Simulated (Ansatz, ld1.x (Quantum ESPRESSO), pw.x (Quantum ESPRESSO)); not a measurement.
## Equation-of-state test of one TM potential (Mg (Z = 12))

ld1.x (Quantum ESPRESSO) 7.5 input, shortened:

```
&input
   title='Mg', zed=12., rel=1, dft='PBE', iswitch=3,
   config='[Ne] 3s2 3p0 3d-2'
 /
 &inputp
   pseudotype=2, tm=.true., lloc=2,
   nlcc=.true.
 /
3
3S  1  0   2.00   0.00  2.20  2.20  0.0
3P  2  1   0.00   0.00  3.85  3.85  0.0
3D  3  2  -2.00  -0.10  4.10  4.10  0.0
 &test
   configts(1)='3s2 3p0'
 /
```

Atomic tests: cutoffs needed: 6 Ry and 18 Ry (the cutoffs (Ry, on a coarse ladder) from which the occupation-weighted sum of valence levels, in a spherical-Bessel basis at the reference potential, stays within 10 and 1 mRy of its value at 400 Ry); ghost test: no extra level below or beside the all-electron valence levels (s, p, d, f tested) (spherical-Bessel basis up to 400 Ry, 20 bohr box); largest excitation error: +23 meV (all-electron minus pseudo) for 3s0 3p1, out of 5 test configurations.

Crystal test: sc Mg in pw.x 7.5, no spin, 11³ k-points, Fermi–Dirac smearing 0.01 Ry, cutoffs 50/200 Ry. The reference is all-electron LAPW (Ansatz 0.2.0) with the same functional, mesh and smearing; V0 and B0 come from Birch–Murnaghan fits to the pressures at five volumes. Errors are pseudo minus all-electron; Δ is the rms difference of the E(V) curves that follow from these fits, minima aligned, over ±6 % about the mean V0. Mesh and smearing are coarse, so the numbers serve the comparison and aren't converged zero-temperature values; the lattice is a test structure that the element need not adopt.

```
V (Å³/atom)  P all-electron (GPa)  P pseudo (GPa)
     26.402                  1.08            0.92
     27.097                  0.42            0.28
     27.792                 -0.17           -0.29
     28.487                 -0.69           -0.79
     29.182                 -1.14           -1.24
```

All-electron: a0 = 3.021 Å (V0 = 27.58 Å³/atom), B0 = 22.7 GPa.

Pseudopotential: mean pressure error (GPa): -0.13; a0 (Å): 3.016; a0 error (%): -0.19; B0 error (%): -1.1; Δ (meV/atom): 0.8. The largest radius (4.10 bohr) exceeds half the bond length (2.86 bohr), so the spheres overlap, which is one possible source of error among others.

At the middle volume, how do free energy and pressure move when the wave cutoff is lowered (ecutrho kept at four times it)?

```json
{"cutoff (Ry)": "22", "shift of F (meV/atom)": "+2.9", "shift of P (GPa)": "-0.05"}
{"cutoff (Ry)": "30", "shift of F (meV/atom)": "+0.9", "shift of P (GPa)": "+0.00"}
{"cutoff (Ry)": "40", "shift of F (meV/atom)": "+0.2", "shift of P (GPa)": "-0.00"}
```

Input at the middle volume:

```
&control
  calculation='scf', prefix='x', pseudo_dir='./', outdir='./tmp', tstress=.true., disk_io='low'
/
&system
  ibrav=0, nat=1, ntyp=1, ecutwfc=50, ecutrho=200, nbnd=8,
  occupations='smearing', smearing='fd', degauss=0.01
/
&electrons
  conv_thr=1e-09, mixing_beta=0.4, electron_maxstep=70
/
ATOMIC_SPECIES
Mg 1.0 Mg.UPF
CELL_PARAMETERS angstrom
  3.02905110 0.00000000 0.00000000
  0.00000000 3.02905110 0.00000000
  0.00000000 0.00000000 3.02905110
ATOMIC_POSITIONS crystal
Mg 0.0000 0.0000 0.0000
K_POINTS automatic
11 11 11 0 0 0
```

```bash
pw.x < Mg.scf.in > Mg.scf.out
```

Lines of the output:

```
Message from routine setup:
     using ibrav=0 with symmetry is DISCOURAGED, use correct ibrav instead
     lattice parameter (alat)  =       5.7241  a.u.
     unit-cell volume          =     187.5497 (a.u.)^3
     number of electrons       =         2.00
     number of Kohn-Sham states=            8
     kinetic-energy cutoff     =      50.0000  Ry
     charge density cutoff     =     200.0000  Ry
     scf convergence threshold =      1.0E-09
     Exchange-correlation= PBE
     number of k points=    56  Fermi-Dirac smearing, width (Ry)=  0.0100
     iteration #  1     ecut=    50.00 Ry     beta= 0.40
     total energy              =      -2.61953902 Ry
     estimated scf accuracy    <       0.00366011 Ry
     iteration #  2     ecut=    50.00 Ry     beta= 0.40
     total energy              =      -2.61919217 Ry
     estimated scf accuracy    <       0.00118549 Ry
     iteration #  3     ecut=    50.00 Ry     beta= 0.40
     total energy              =      -2.61923125 Ry
     estimated scf accuracy    <       0.00000150 Ry
     iteration #  4     ecut=    50.00 Ry     beta= 0.40
     total energy              =      -2.61923112 Ry
     estimated scf accuracy    <       0.00000091 Ry
     iteration #  5     ecut=    50.00 Ry     beta= 0.40
     total energy              =      -2.61923115 Ry
     estimated scf accuracy    <          2.1E-09 Ry
     iteration #  6     ecut=    50.00 Ry     beta= 0.40
     total energy              =      -2.61923115 Ry
     estimated scf accuracy    <          1.4E-09 Ry
     iteration #  7     ecut=    50.00 Ry     beta= 0.40
     the Fermi energy is     2.4411 ev
!    total energy              =      -2.61923115 Ry
     estimated scf accuracy    <          1.4E-12 Ry
     smearing contrib. (-TS)   =      -0.00191141 Ry
     The total energy is F=E-TS. E is the sum of the following terms:
     one-electron contribution =       1.10320341 Ry
     hartree contribution      =       0.00543086 Ry
     xc contribution           =      -1.74324309 Ry
     ewald contribution        =      -1.98271093 Ry
     convergence has been achieved in   7 iterations
          total   stress  (Ry/bohr**3)                   (kbar)     P=       -2.89
```

The run at the middle volume (56 k-points, 7 iterations) took about 2.4 s on one core of a shared host (Intel(R) Xeon(R) 6975P-C, 192 threads, 1512 GiB, load 69).
